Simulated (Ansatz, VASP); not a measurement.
# In: VASP beside Ansatz

```xyz
1
Lattice="-1.8950 1.8950 1.8950 1.8950 -1.8950 1.8950 1.8950 1.8950 -1.8950" Properties=species:S:1:pos:R:3 pbc="T T T"
In    0.0000    0.0000    0.0000
```

Change from the starting cell: volume scaled by 1.02.

Alike in both runs: task single point; functional PBEsol; k mesh 10 × 10 × 10; occupations fermi-dirac, width 0.05 eV; no spin polarisation.

|  | VASP | Ansatz |
| --- | --- | --- |
| version | VASP 6.6.1 | Ansatz 0.2.0 |
| potentials or method | VASP PAW PBE potentials, release 64 (In_d) | Ansatz PAW |
| plane-wave cutoff (eV) | 520 | 420 |
| valence electrons in the cell | 13 | 13 |

```tsv
	VASP	Ansatz	Ansatz less VASP
gap on the k mesh at the Fermi level (eV)	none	none	-
pressure (GPa)	-2.0	-2.0	+0.04
```

A gap of «none» marks a metal or a gap that the smearing closes. With one functional, cell and mesh, what is left measures potentials, basis and numerics.

Caveats: the PAW data sets were made with another functional, which shifts forces and pressure a little (VASP); the PAW data sets come from PBE, with cores solved anew for the run's functional, which leaves a small shift of forces and pressure (Ansatz).
